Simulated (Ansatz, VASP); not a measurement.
Two plane-wave programs on ZnSe

File INCAR:

```
SYSTEM = ZnSe
PREC     = Accurate       ! precision mode
ENCUT    = 520            ! plane-wave cutoff, eV
EDIFF    = 1E-6           ! SCF threshold, eV
ISMEAR   = 0              ! smearing method
SIGMA    = 0.05           ! smearing width, eV
LREAL    = .FALSE.        ! projectors in reciprocal space
LASPH    = .TRUE.         ! aspherical terms in the spheres
NELM     = 100            ! most SCF steps
ALGO     = Normal         ! electronic algorithm
ISIF     = 2              ! what is computed and relaxed
LWAVE    = .FALSE.        ! write WAVECAR
LCHARG   = .FALSE.        ! write CHGCAR
GGA      = PE             ! functional
NBANDS   = 16             ! bands
```

Contents of KPOINTS:

```
regular mesh
0
G
  8 8 8
  0 0 0
```

POSCAR

```
ZnSe
1.0
    0.0000000000      2.8338000000      2.8338000000
    2.8338000000      0.0000000000      2.8338000000
    2.8338000000      2.8338000000      0.0000000000
Zn Se
1 1
Direct
    0.0000000000      0.0000000000      0.0000000000
    0.7500000000      0.7500000000      0.7500000000
```

Input for Ansatz:

```yaml
crystal:
  lattice:
    - [0.0, 2.8338, 2.8338]
    - [2.8338, 0.0, 2.8338]
    - [2.8338, 2.8338, 0.0]
  atoms:
    - { symbol: Zn, position: [0.0, 0.0, 0.0] }
    - { symbol: Se, position: [0.75, 0.75, 0.75] }
basis:
  ecutwfc: 420
kpoints:
  mp_grid: { grid: [8, 8, 8] }
hamiltonian:
  xc: pbe
scf:
  occupations: { method: gaussian, width: 0.05 }
output:
  forces: true
  stress: true
  eigenvalues: true
```

Alike in both runs: task single point; functional PBE; k mesh 8 × 8 × 8; occupations gaussian, width 0.05 eV; no spin polarisation.

```csv
,VASP,Ansatz
version,VASP 6.6.1,Ansatz 0.2.0
potentials or method,"VASP PAW PBE potentials, release 64 (Zn, Se)","scalar-relativistic, plane waves, PAW"
plane-wave cutoff (eV),520,420
valence electrons in the cell,18,28
```

Ansatz gave:

| Quantity | Value |
| --- | --- |
| gap on the k mesh at the Fermi level (eV) | 1.29 |
| least direct gap on the mesh (eV) | 1.29 |
| pressure (GPa) | 2.1 |

**Question.** Which values does VASP return?

**Answer.** gap on the k mesh at the Fermi level (eV): 1.29; least direct gap on the mesh (eV): 1.29; pressure (GPa): 2.3.

With one functional, cell and mesh, what is left measures potentials, basis and numerics. The two sets of potentials don't hold the same shells in valence.

Expect the measured gap to be larger: semilocal functionals such as PBE lack the derivative discontinuity.
